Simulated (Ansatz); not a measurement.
What does this script print? It uses the Ansatz DFT code, driven from Python.

The script, `run_dfpt.py`:
```python
# -*- coding: utf-8 -*-
'''Zone-centre and zone-boundary phonons of BN by linear response.'''

from pathlib import Path
import logging
import sys

import ansatz as az
import numpy as np

logging.basicConfig(stream=sys.stdout, format='%(levelname)s:%(name)s:%(message)s')
log = logging.getLogger('ansatz_job')
log.setLevel(logging.INFO)

FUNCTIONAL = 'lda'
ECUT = 470
KGRID = (8, 8, 6)


def main():
    lattice = az.Lattice.of(
        [2.508041, 0.0, 0.0],
        [-1.246711, 2.176231, 0.0],
        [-0.630665, -1.088116, 3.02254],
    )
    sites = [
        ('B', [0.979643, 0.983499, 0.001806]),
        ('N', [0.668506, 0.332385, 0.984999]),
    ]
    bn = az.Crystal(lattice=lattice)
    for symbol, position in sites:
        bn = bn.atom(symbol, position)

    calc = (
        bn.calculation()
        .pseudopotentials('paw')
        .occupations(az.OccupationsMethod.FIXED)
        .functional(FUNCTIONAL)
        .basis(ECUT)
        .kpoints(*KGRID)
        .phonons('dfpt')
    )
    outcome = calc.run(threads=1, pin='off', runs_dir='runs')
    ph = outcome.phonons

    print('Gamma modes (1/cm):', ' '.join(f'{w:.1f}' for w in ph.gamma_omega_inv_cm))
    print('in meV:', ' '.join(f'{w * 0.1239842:.2f}' for w in ph.gamma_omega_inv_cm))


if __name__ == '__main__':
    main()
```

Running `python run_dfpt.py` prints:
```text
Gamma modes (1/cm): 0.0 0.0 0.0 735.1 1182.8 1474.1
in meV: 0.00 0.00 0.00 91.14 146.65 182.77
```

The cell isn't relaxed first, so the values belong to this volume. No non-analytic term is added, so at the zone centre the longitudinal optical modes of a polar crystal aren't split off. The structure comes from a database of computed cells and needn't be a stable or known phase. The structure is taken as given; imaginary modes can come from an unrelaxed or unstable start. It ran for 14 s on 1 thread of Arm Neoverse V1 (shared host), peak memory 0.42 GiB.

(A comment or docstring line of the script was reworded after the run, the code is as it ran; lines on the test bed's own set-up are left out of the output.)
